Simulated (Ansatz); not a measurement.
## Cu under pressure: fit and missing row

Cu, P6_3/mmc, a = 2.521 Å, c = 4.117 Å. This isn't the element's structure at ambient conditions. Ansatz: PBEsol, PAW, 420 eV, Γ-centred 18×18×10 mesh on 2 atoms, Gaussian smearing 0.10 eV; no spin polarisation. Cell and atoms are relaxed at each pressure, and no other structure is tried, so the rows at high pressure may lie past a change of phase.

| V (Å³/atom) | P (GPa) |
| --- | --- |
| ? | 90.01 |
| 9.385 | 49.98 |
| 10.113 | 25.00 |
| 10.647 | 12.00 |
| 11.068 | 4.07 |
| 11.259 | 1.00 |
| 11.325 | 0.02 |
| 11.395 | -0.99 |

Q: Take V0 = 11.325 Å³/atom, count pressures from its P0 = 0.02 GPa, fit the third-order Birch–Murnaghan form to the other rows, and predict the missing volume.

A: With the Eulerian strain f = ½[(V0/V)^(2/3) − 1] and y = (P − P0)/[3f(1 + 2f)^(5/2)], the form is the line y = B0 + 1.5 B0 (B0′ − 4) f. Rows (f, y): 0.06673, 182.5; 0.03919, 175.9; 0.02101, 171.5; 0.00771, 168.5; 0.00195, 165.9; -0.00205, 165.9. Means f = 0.02242, y = 171.70; Σ(Δf)² = 0.003481, ΣΔfΔy = 0.8570; the slope is their ratio. y = 166.2 + 246.2 f GPa, so B0 = 166.2 GPa and B0′ = 4 + 2 × (246.2)/(3 × 166.2) = 4.99. P = 90.01 GPa is met at f = 0.09978 (y = 190.77), so V = V0 (1 + 2f)^(−3/2) = 8.620 Å³/atom. The run gave 8.613 Å³/atom, so the fit is 0.007 Å³/atom too high, 0.25 % of the span of the series, against an rms of 0.0006 Å³/atom on the fitted rows. The row lies outside the fitted range. The points of y bend away from a line: a fourth-order term fitted to them gives P = 90.03 GPa at this row's volume (the line 90.46, the run 90.01).

The mesh isn't the same in all rows (18×18×10, 24×24×12).